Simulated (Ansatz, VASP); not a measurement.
## One calculation of SnO2 (Cassiterite), two programs

```
Sn O
1.0
     4.73800    0.00000    0.00000
     0.00000    4.73800    0.00000
     0.00000    0.00000    3.18650
Sn O
2 4
Cartesian
  2.3690 2.3690 1.5933
  0.0000 0.0000 0.0000
  3.8240 0.9140 1.5933
  3.2830 3.2830 0.0000
  0.9140 3.8240 1.5933
  1.4550 1.4550 0.0000
```

Alike in both runs: task relaxation of cell and atoms; functional revPBE; dispersion D4; k mesh 6 × 6 × 8; occupations fermi-dirac, width 0.05 eV; no spin polarisation.

|  | VASP | Ansatz |
| --- | --- | --- |
| version | VASP 6.6.1 | Ansatz 0.2.0 |
| potentials or method | VASP PAW PBE potentials, release 64 (Sn_d, O) | Ansatz PAW |
| plane-wave cutoff (eV) | 600 | 420 |
| valence electrons in the cell | 52 | 52 |

Ansatz gave:

| Property | Result |
| --- | --- |
| relaxed volume (Å³/atom) | 12.29 |
| relaxed cell length with the largest relative difference (Å) | 3.229 |
| energy change over the relaxation (meV/atom) | -9 |

Q: Estimate VASP's values.

A: Relaxed volume (Å³/atom): 12.31; relaxed cell length with the largest relative difference (Å): 3.233; energy change over the relaxation (meV/atom): -10.

Caveats: the PAW data sets were made with another functional, which shifts forces and pressure a little (VASP); the plane-wave basis is chosen anew once the cell has moved, so the energies of steps on either side of that aren't comparable (Ansatz); the pressure holds a Pulay correction of +0.8 GPa for the finite cutoff (Ansatz); the PAW data sets come from PBE, with cores solved anew for the run's functional, which leaves a small shift of forces and pressure (Ansatz). Zero-point motion and thermal expansion aren't in these numbers.
